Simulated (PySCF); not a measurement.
A side-by-side comparison of computed properties.

First species: triethylammonium, C6H16N (charge +1).
Atom-mapped SMILES: `[CH3:1][CH2:2][NH+:3]([CH2:4][CH3:5])[CH2:6][CH3:7]` (hydrogens: H8, H9, H10 on C1; H11, H12 on C2; H13 on N3; H14, H15 on C4; H16, H17, H18 on C5; H19, H20 on C6; H21, H22, H23 on C7)

Second species: C₈H₁₀O₂.
InChI=1S/C8H10O2/c1-4-7(2)5-6-10-8(3)9/h4-6H,1-2H2,3H3/b6-5-

Levels: wB97X-D/def2-SVPD for HOMO energy, LUMO energy, HOMO–LUMO gap, static isotropic polarisability and electronic spatial extent ⟨r²⟩ about the centre of nuclear charge; TDDFT wB97X-D/def2-SVPD for lowest singlet excitation; TDA wB97X-D/def2-SVPD for lowest triplet excitation (Tamm–Dancoff); ΔSCF wB97X-D/def2-SVPD for vertical ionisation energy; PBE0-D3(BJ)/def2-SVP for rotational constant A and rotational constant C. Geometries: PBE0-D3(BJ)/def2-SVP. Each structure is a single optimised conformer of the isolated species, non-relativistic unless stated; the electronic structure was computed with PySCF and density fitting.

Dipoles, sizes and rotational constants follow the conformer. The torsions of the flexible species, by atom-mapped SMILES:
- `[CH3:1][CH2:2][NH+:3]([CH2:4][CH3:5])[CH2:6][CH3:7]`: C1–C2–N3–C4 -157°, C2–N3–C4–C5 77°, C2–N3–C6–C7 -158°
- `[CH2:1]=[CH:2][C:3](=[CH2:4])/[CH:5]=[CH:6]\[O:7][C:8]([CH3:9])=[O:10]`: C1–C2–C3–C4 -168°, C2–C3–C5–C6 52°, C5–C6–O7–C8 -178°, C6–O7–C8–C9 179°

```json
{"property": "HOMO energy", "column X": "-16.21 eV", "column Y": "-8.37 eV"}
{"property": "LUMO energy", "column X": "-1.83 eV", "column Y": "0.55 eV"}
{"property": "HOMO–LUMO gap", "column X": "14.38 eV", "column Y": "8.92 eV"}
{"property": "lowest singlet excitation", "column X": "10.00 eV", "column Y": "5.30 eV"}
{"property": "lowest triplet excitation (Tamm–Dancoff)", "column X": "9.87 eV", "column Y": "3.09 eV"}
{"property": "static isotropic polarisability", "column X": "76.9 au", "column Y": "110.3 au"}
{"property": "vertical ionisation energy", "column X": "16.49 eV", "column Y": "8.41 eV"}
{"property": "electronic spatial extent ⟨r²⟩ about the centre of nuclear charge", "column X": "1027 bohr²", "column Y": "1773 bohr²"}
{"property": "rotational constant A", "column X": "2.265 GHz", "column Y": "2.422 GHz"}
{"property": "rotational constant C", "column X": "1.290 GHz", "column Y": "0.666 GHz"}
```

Task: Which column belongs to which species?

Result: Column X is the first species and column Y the second. The first has 23 atoms and 58 electrons, the second 20 and 74; their charges are +1 and 0, their HOMO energies -16.21 eV and -8.37 eV.

Task: How does each property change from the first species to the second?

Result: HOMO energy +7.84 eV; LUMO energy +2.38 eV; HOMO–LUMO gap -5.46 eV; lowest singlet excitation -4.70 eV; lowest triplet excitation (Tamm–Dancoff) -6.78 eV; static isotropic polarisability +33.4 au; vertical ionisation energy -8.08 eV; electronic spatial extent ⟨r²⟩ about the centre of nuclear charge +746 bohr²; rotational constant A +0.157 GHz; rotational constant C -0.624 GHz.

On the first: The ΔSCF ionisation energy exceeds −ε(HOMO) by 0.28 eV with wB97X-D. The principal polarisabilities are 68.3, 81.2 and 81.3 au; their mean is the isotropic value.

On the second: The polarisability is 16.34 Å³ as a volume (1 au = 0.148185 Å³), or 1.49 au for each of the 74 electrons. The principal polarisabilities are 82.7, 101.0 and 147.1 au; their mean is the isotropic value.
